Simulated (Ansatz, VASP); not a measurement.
Fe in VASP and in Ansatz

```
Fe
1.0
    -1.42638    1.42638    1.42638
     1.42638   -1.42638    1.42638
     1.42638    1.42638   -1.42638
Fe
1
Cartesian
  0.0000 0.0000 0.0000
```

Alike in both runs: functional revPBE; k mesh 15 × 15 × 15; occupations fermi-dirac, width 0.05 eV; collinear spin.

Ansatz relaxed the structure, and its values are those at the end. VASP's run is a single point on that final structure, the one shown.

```csv
,VASP,Ansatz
version,VASP 6.6.1,Ansatz 0.2.0
potentials or method,"VASP PAW PBE potentials, release 64 (Fe)","plane waves (420 eV) with PAW, scalar-relativistic"
plane-wave cutoff (eV),520,420
valence electrons in the cell,8,16
```

Ansatz gave:

```
pressure (GPa)                                                : 0.0
net moment per atom (μB)                                      : 2.21
size of the moment on the site where the two differ most (μB) : 2.27
```

Problem. Which values does VASP return?

Solution. Pressure (GPa): 0.2; net moment per atom (μB): 2.23; size of the moment on the site where the two differ most (μB): 2.24.

Site moments also hang on the region over which each program counts them. The two sets of potentials don't hold the same shells in valence.

Caveats: the PAW data sets were made with another functional, which shifts forces and pressure a little (VASP).
